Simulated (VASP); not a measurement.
# CaSe (Fm-3m) in VASP: further runs

Aim: see how the results for CaSe move with the level of theory and the settings. Levels: PBE, r2SCAN, LDA, PBEsol. Tasks: single point.

All numbers are computed with VASP 6.6.1; they aren't measurements. Logs are shortened: lines on timing, memory, paths and dates and some standing lists are left out, and cuts for length are marked.

**The experiment to reproduce.**

A printed reference work, monograph, original work of 1988 reports, for a bulk crystal of CaSe at 2 K: band gap 3.85 eV (indirect).

The runs below are set against these values where they give the same quantity.

### 1 The cell of the first run

Symmetry: Fm-3m, No. 225, cubic system. The conventional cell has a = 5.872 Å, b = 5.872 Å, c = 5.872 Å, α = 90.00°, β = 90.00°, γ = 90.00°. Within 3.9 Å of Se (site symmetry m-3m) lie 6 Ca at 2.94 Å. Ca (site symmetry m-3m) has 6 Se at 2.94 Å within 3.9 Å.

### 2 Single point, PBE

Input file INCAR:

```
  PREC = Accurate
  ENCUT = 520
  EDIFF = 1E-6
  ISMEAR = -1
  SIGMA = 0.05
  LREAL = F
  LASPH = T
  NELM = 80
  ALGO = Normal
  ISIF = 2
  LWAVE = F
  LCHARG = F
  GGA = PE
  NBANDS = 15
```

Input file KPOINTS:

```
Automatic mesh
0
Gamma
  8 8 8
```

Input file POSCAR:

```
CaSe
1.0
    0.0000000000      2.9361604760      2.9361604760
    2.9361604760      0.0000000000      2.9361604760
    2.9361604760      2.9361604760      0.0000000000
Se Ca
1 1
Direct
    0.5000000000      0.5000000000      0.5000000000
    0.0000000000      0.0000000000      0.0000000000
```

Potentials or basis: VASP PAW PBE potentials, release 64 (Se, Ca_sv).

Launch:

```sh
> cat potpaw_PBE.64/Se/POTCAR potpaw_PBE.64/Ca_sv/POTCAR > POTCAR
> mpirun -np 1 vasp_std > vasp.out
```

OUTCAR:

```text
PREC = Accurate
   ENCUT = 520
   EDIFF = 1E-6
   ISMEAR = -1
   LREAL = F
   LASPH = T
   NELM = 80
   ISIF = 2
   GGA = PE

 ion  position               nearest neighbor table
   1  0.500  0.500  0.500-   2 2.94   2 2.94   2 2.94   2 2.94   2 2.94   2 2.94
   2  0.000  0.000  0.000-   1 2.94   1 2.94   1 2.94   1 2.94   1 2.94   1 2.94

  LATTYP: Found a face centered cubic cell.
 ALAT       =     5.8723209520

  Lattice vectors:

 A1 = (   0.0000000000,   2.9361604760,   2.9361604760)
 A2 = (   2.9361604760,   0.0000000000,   2.9361604760)
 A3 = (   2.9361604760,   2.9361604760,   0.0000000000)

Analysis of symmetry for initial positions (statically):
=====================================================================
 Subroutine PRICEL returns:
 Original cell was already a primitive cell.

 Routine SETGRP: Setting up the symmetry group for a
 face centered cubic supercell.

 Subroutine GETGRP returns: Found 48 space group operations
 (whereof 48 operations were pure point group operations)
 out of a pool of 48 trial point group operations.

The static configuration has the point symmetry O_h .

Analysis of symmetry for dynamics (positions and initial velocities):
=====================================================================
 Subroutine PRICEL returns:
 Original cell was already a primitive cell.

 Routine SETGRP: Setting up the symmetry group for a
 face centered cubic supercell.

 Subroutine GETGRP returns: Found 48 space group operations
 (whereof 48 operations were pure point group operations)
 out of a pool of 48 trial point group operations.

The dynamic configuration has the point symmetry O_h .

 Subroutine INISYM returns: Found 48 space group operations
 (whereof 48 operations are pure point group operations),
 and found     1 'primitive' translations

----------------------------------------------------------------------------------------

                                     Primitive cell

  volume of cell :      50.6255

  direct lattice vectors                    reciprocal lattice vectors
     0.000000000  2.936160476  2.936160476    -0.170290420  0.170290420  0.170290420
     2.936160476  0.000000000  2.936160476     0.170290420 -0.170290420  0.170290420
     2.936160476  2.936160476  0.000000000     0.170290420  0.170290420 -0.170290420

  length of vectors
     4.152357966  4.152357966  4.152357966     0.294951659  0.294951659  0.294951659

  position of ions in fractional coordinates (direct lattice)
     0.500000000  0.500000000  0.500000000
     0.000000000  0.000000000  0.000000000

  ion indices of the primitive-cell ions
   primitive index   ion index
                 1           1
                 2           2

----------------------------------------------------------------------------------------

 KPOINTS: Automatic mesh

Automatic generation of k-mesh.
 Grid dimensions read from file:
 generate k-points for:    8    8    8

 Generating k-lattice:

  Cartesian coordinates                     Fractional coordinates (reciprocal lattice)
    -0.021286302  0.021286302  0.021286302     0.125000000  0.000000000  0.000000000
     0.021286302 -0.021286302  0.021286302     0.000000000  0.125000000  0.000000000
     0.021286302  0.021286302 -0.021286302     0.000000000  0.000000000  0.125000000

  Length of vectors
     0.036868957  0.036868957  0.036868957

  Shift w.r.t. Gamma in fractional coordinates (k-lattice)
     0.000000000  0.000000000  0.000000000

 Subroutine IBZKPT returns following result:
 ===========================================

 Found     29 irreducible k-points:

 Following reciprocal coordinates:
            Coordinates               Weight
  0.000000  0.000000  0.000000      1.000000
  0.125000  0.000000  0.000000      8.000000
  0.250000  0.000000  0.000000      8.000000
  0.375000  0.000000  0.000000      8.000000
  0.500000  0.000000  0.000000      4.000000
  0.125000  0.125000  0.000000      6.000000
[... 16 lines left out ...]
  0.500000  0.250000  0.125000     48.000000
 -0.375000  0.250000  0.125000     24.000000
 [... further k-points ...]
   k-points           NKPTS =     29   k-points in BZ     NKDIM =     29   number of bands    NBANDS=     15
   number of dos      NEDOS =    301   number of ions     NIONS =      2
   total plane-waves  NPLWV =  32768
   dimension x,y,z NGX =    32 NGY =   32 NGZ =   32
   dimension x,y,z NGXF=    64 NGYF=   64 NGZF=   64
   ions per type =               1   1
   NGX,Y,Z   is equivalent  to a cutoff of  12.81, 12.81, 12.81 a.u.
   NGXF,Y,Z  is equivalent  to a cutoff of  25.62, 25.62, 25.62 a.u.
 SYSTEM =  unknown system
   PREC   = accura    normal or accurate (medium, high low for compatibility)
   ISTART =      0    job   : 0-new  1-cont  2-samecut
   ICHARG =      2    charge: 1-file 2-atom 10-const
   ISPIN  =      1    spin polarized calculation?
   LNONCOLLINEAR =      F non collinear calculations
   LSORBIT =      F    spin-orbit coupling
   LASPH  =      T    aspherical Exc in radial PAW
   ENCUT  =  520.0 eV  38.22 Ry    6.18 a.u.   7.72  7.72  7.72*2*pi/ulx,y,z
   NELM   =     80;   NELMIN=  2; NELMDL= -5     # of ELM steps
   EDIFF  = 0.1E-05   stopping-criterion for ELM
   LREAL  =      F    real-space projection
   EDIFFG = 0.1E-04   stopping-criterion for IOM
   NSW    =      0    number of steps for IOM
   IBRION =     -1    ionic relax: 0-MD 1-quasi-New 2-CG
   NFREE  =      0    steps in history (QN), initial steepest desc. (CG)
   ISIF   =      2    stress and relaxation
   ISYM   =      2    0-nonsym 1-usesym 2-fastsym
   POTIM  = 0.5000    time-step for ionic-motion
   TEBEG  =    0.0;   TEEND  =   0.0 temperature during run
   PSTRESS=    0.0 pullay stress
   NELECT =      16.0000    total number of electrons
   NUPDOWN=      -1.0000    fix difference up-down
   EMIN   =  10.00;   EMAX   =-10.00  energy-range for DOS
   EFERMI =   0.00;   METHOD = LEGACY
   ISMEAR =    -1;   SIGMA  =   0.05  broadening in eV -4-tet -1-fermi 0-gaus
   EFERMI_NEDOS =   21; number of points for ismear=-14 and -15
   IALGO  =     38    algorithm
   IMIX   =      4    mixing-type and parameters
     AMIX     =   0.40;   BMIX     =  1.00
     AMIX_MAG =   1.60;   BMIX_MAG =  1.00
  volume/ion in A,a.u.               =      25.31       170.82
  Fermi-wavevector in a.u.,A,eV,Ry     =   1.115129  2.107288 16.919012  1.243512
  Thomas-Fermi vector in A             =   2.251731
   LORBIT       =      0    0 simple, 1 ext, 2 COOP (PROOUT), +10 PAW based schemes
   GGA     = PE    functional components
   LHFCALC =     F    Hartree Fock is set to
   AEXX    =    0.0000 exact exchange contribution
   IVDW    =     0    specifies the selected vdW correction
   LEPSILON=     F    determine dielectric tensor
   LRPA    =     F    only Hartree local field effects (RPA)
 non-spin polarized calculation
  energy-cutoff  :      520.00
  volume of cell :       50.63
 maximum number of plane-waves:      1380
   NGX = 15   NGY = 15   NGZ = 15

 number of electron      16.0000001 magnetization

 Free energy of the ion-electron system (eV)
  ---------------------------------------------------
  ext. energy  EPLUGINS =         0.00000000
  ---------------------------------------------------
  free energy    TOTEN  =        -9.46755354 eV

  energy without entropy =       -9.46755354  energy(sigma->0) =       -9.46755354

 E-fermi :   3.5734     XC(G=0):  -9.2481

 val. band max:        2.5998324653   @ k =   0.0000   0.0000   0.0000
 cond. band min:       4.5695806170   @ k =   0.5000   0.5000   0.0000
 fundamental gap:      1.9697481517
 Fermi energy:         3.5733768563

 k-point     1 :       0.0000    0.0000    0.0000
  band No.  band energies     occupation
      1     -37.0834      2.00000
      2     -18.0815      2.00000
      3     -18.0815      2.00000
      4     -18.0815      2.00000
      5      -9.2766      2.00000
      6       2.5998      2.00000
      7       2.5998      2.00000
      8       2.5998      2.00000
      9       6.0606      0.00000
     10       6.2974      0.00000
     11       6.2974      0.00000
     12       6.2974      0.00000
     13       6.8882      0.00000
     14       6.8882      0.00000
     15      12.3428      0.00000

 k-point     2 :       0.1250    0.0000    0.0000
  band No.  band energies     occupation
      1     -37.0823      2.00000
      2     -18.1006      2.00000
      3     -18.0827      2.00000
      4     -18.0827      2.00000
      5      -9.1782      2.00000
      6       1.8169      2.00000
      7       2.3482      2.00000
      8       2.3482      2.00000
      9       6.2358      0.00000
     10       6.5160      0.00000
     11       6.5160      0.00000
     12       7.0185      0.00000
     13       7.3106      0.00000
     14       7.3106      0.00000
     15      12.5431      0.00000

 k-point     3 :       0.2500    0.0000    0.0000
  band No.  band energies     occupation
      1     -37.0796      2.00000
      2     -18.1461      2.00000
      3     -18.0857      2.00000
      4     -18.0857      2.00000
      5      -8.9284      2.00000
      6       0.5496      2.00000
      7       1.8685      2.00000
      8       1.8685      2.00000
      9       6.3420      0.00000
     10       7.0489      0.00000
     11       7.0489      0.00000
     12       8.3397      0.00000
     13       8.3397      0.00000
     14       8.4613      0.00000
     15      12.1239      0.00000
[... 343 lines left out ...]
 k-point    23 :       0.5000    0.2500    0.1250
  band No.  band energies     occupation
      1     -37.0754      2.00000
      2     -18.1749      2.00000
      3     -18.1157      2.00000
      4     -18.0964      2.00000
      5      -8.6292      2.00000
      6      -0.1576      2.00000
      7       1.1208      2.00000
      8       1.4117      2.00000
      9       6.4906      0.00000
     10       7.8671      0.00000
     11       8.1653      0.00000
     12       8.3311      0.00000
     13       8.8187      0.00000
     14      10.4681      0.00000
     15      10.7894      0.00000

 k-point    24 :      -0.3750    0.2500    0.1250
  band No.  band energies     occupation
      1     -37.0745      2.00000
      2     -18.1847      2.00000
      3     -18.1176      2.00000
      4     -18.1000      2.00000
      5      -8.5547      2.00000
      6      -0.3025      2.00000
      7       0.9221      2.00000
      8       1.3189      2.00000
      9       7.1021      0.00000
     10       7.3898      0.00000
     11       8.3863      0.00000
     12       8.6916      0.00000
     13       9.0346      0.00000
     14       9.9227      0.00000
     15      11.3722      0.00000

 [... further k-points ...]
[... 5 lines left out ...]
  --------------------------------------------------------------------------------------
  -------------------------------------------------------------------------------------
  Total        0.7798800      0.7798800      0.7798800      0.0000000      0.0000000     -0.0000000
  in kB       24.6813545     24.6813545     24.6813545      0.0000000      0.0000000     -0.0000000
  external PRESSURE =      24.6813545 kB  Pullay stress =       0.0000000 kB

 VOLUME and BASIS-vectors are now :
 -----------------------------------------------------------------------------
  energy-cutoff  :      520.00
  volume of cell :       50.63
      direct lattice vectors                 reciprocal lattice vectors
     0.000000000  2.936160476  2.936160476    -0.170290420  0.170290420  0.170290420
     2.936160476  0.000000000  2.936160476     0.170290420 -0.170290420  0.170290420
     2.936160476  2.936160476  0.000000000     0.170290420  0.170290420 -0.170290420

 POSITION                                       TOTAL-FORCE (eV/Angst)
 -----------------------------------------------------------------------------------
      2.93616      2.93616      2.93616        -0.000000     -0.000000      0.000000
      0.00000      0.00000      0.00000         0.000000      0.000000     -0.000000
 -----------------------------------------------------------------------------------
    total drift:                                0.000000     -0.000000     -0.000000

  FREE ENERGIE OF THE ION-ELECTRON SYSTEM (eV)
  ---------------------------------------------------
  free  energy   TOTEN  =        -9.4675535408 eV

  energy  without entropy=       -9.4675535407  energy(sigma->0) =       -9.46755354
```

It took 7.4 s on 1 thread of Intel Xeon 6975P-C (Granite Rapids), shared host; peak memory 0.17 GiB.

Results:

| Quantity | Value |
| --- | --- |
| Free energy | -9.4676 eV |
| Pressure | 2.5 GPa |
| Band gap on the k mesh | 1.97 eV, indirect (least direct gap 2.92 eV) |

### 3 Single point, PBE

This run uses another cell than the first one, of 27.38 Å³/atom, 1.082 times its volume.

Input file INCAR:

```
ALGO = Normal ; EDIFF = 1E-7
ENCUT = 520 ; GGA = PE
ISIF = 2 ; ISMEAR = -1
LASPH = T ; LCHARG = F
LREAL = F ; LWAVE = F
NBANDS = 15 ; NELM = 60
PREC = Accurate ; SIGMA = 0.05
```

Input file KPOINTS:

```
k-points
0
Gamma
  8 8 8
```

Input file POSCAR:

```
CaSe
1.0
    0.0000000000      3.0139755031      3.0139755031
    3.0139755031      0.0000000000      3.0139755031
    3.0139755031      3.0139755031      0.0000000000
Se Ca
1 1
Direct
    0.5000000000      0.5000000000      0.5000000000
    0.0000000000      0.0000000000      0.0000000000
```

Potentials or basis: VASP PAW PBE potentials, release 64 (Se, Ca_sv).

Launch:

```sh
> cat potpaw_PBE.64/Se/POTCAR potpaw_PBE.64/Ca_sv/POTCAR > POTCAR
> mpirun -np 1 vasp_std > vasp.out
```

Run time: 8.6 s. Hardware: 1 thread of Intel Xeon 6975P-C (Granite Rapids), shared host; peak memory 0.18 GiB.

Results (log left out):

```yaml
Free_energy: -9.4785 eV
Pressure: -1.4 GPa
Band_gap_on_the_k_mesh: 2.15 eV, indirect (least direct gap 3.03 eV)
```

Levels at points of the mesh, in eV from the valence-band top:
| k point | band 4 | band 5 | band 6 | band 7 | band 8 | band 9 | band 10 | band 11 | band 12 | band 13 |
| --- | --- | --- | --- | --- | --- | --- | --- | --- | --- | --- |
| (0.00, 0.00, 0.00) | -20.91 | -11.61 | 0.00 | 0.00 | 0.00 | 3.05 | 3.72 | 3.72 | 3.72 | 4.23 |
| (0.50, 0.00, 0.00) | -20.92 | -11.01 | -3.07 | -1.08 | -1.08 | 4.42 | 5.32 | 5.36 | 5.36 | 7.18 |
| (0.50, 0.50, 0.00) | -20.94 | -11.09 | -2.38 | -0.88 | -0.88 | 2.15 | 4.80 | 4.94 | 5.78 | 5.85 |

### 4 Single point, r2SCAN

This run uses another cell than the first one, of 25.83 Å³/atom, 1.020 times its volume.

Input file POSCAR:

```
CaSe
1.0
    0.0000000000      2.9560000000      2.9560000000
    2.9560000000      0.0000000000      2.9560000000
    2.9560000000      2.9560000000      0.0000000000
Se Ca
1 1
Direct
    0.5000000000      0.5000000000      0.5000000000
    0.0000000000      0.0000000000      0.0000000000
```

Input file INCAR.step1:

```
SYSTEM = CaSe
ALGO = Normal
EDIFF = 1E-4
ENCUT = 520
GGA = PE
ISMEAR = -1
LASPH = .TRUE.
LCHARG = .FALSE.
LREAL = .FALSE.
LWAVE = .TRUE.
NBANDS = 15
NELM = 60
PREC = Accurate
SIGMA = 0.05
```

Input file INCAR.step2:

```
SYSTEM = CaSe
ALGO = Normal
EDIFF = 1E-6
ENCUT = 520
ISIF = 2
ISMEAR = -1
ISTART = 1
LASPH = .TRUE.
LCHARG = .TRUE.
LELF = .TRUE.
LMIXTAU = .TRUE.
LREAL = .FALSE.
LVHAR = .TRUE.
LWAVE = .FALSE.
METAGGA = R2SCAN
NBANDS = 15
NELM = 60
PREC = Accurate
SIGMA = 0.05
```

Input file KPOINTS:

```
k-points
0
G
  8 8 8
  0 0 0
```

Launch:

```sh
> cat potpaw_PBE.64/Se/POTCAR potpaw_PBE.64/Ca_sv/POTCAR > POTCAR
> cp INCAR.step1 INCAR
> mpirun -np 1 vasp_std > vasp.out
> cp INCAR.step2 INCAR
> mpirun -np 1 vasp_std > vasp.out
```

It took 28 s on 1 thread of Intel Xeon 6975P-C (Granite Rapids), shared host; peak memory 0.19 GiB.

The run converged. Its results:

* Free energy: -25.9769 eV
* Pressure: 0.9 GPa
* Band gap on the k mesh: 2.49 eV, indirect (least direct gap 3.44 eV)

Levels at points of the mesh, in eV from the valence-band top:
| k point | band 4 | band 5 | band 6 | band 7 | band 8 | band 9 | band 10 | band 11 | band 12 | band 13 |
| --- | --- | --- | --- | --- | --- | --- | --- | --- | --- | --- |
| (0.00, 0.00, 0.00) | -21.40 | -12.20 | 0.00 | 0.00 | 0.00 | 4.15 | 4.23 | 4.23 | 4.23 | 4.83 |
| (0.50, 0.00, 0.00) | -21.41 | -11.47 | -3.28 | -1.19 | -1.19 | 5.12 | 6.10 | 6.12 | 6.12 | 8.17 |
| (0.50, 0.50, 0.00) | -21.44 | -11.60 | -2.55 | -0.95 | -0.95 | 2.49 | 5.62 | 5.82 | 6.66 | 6.66 |

Caveat: the PAW data sets were made with another functional, which shifts forces and pressure a little.

(Part 1 of 2 ends here.)
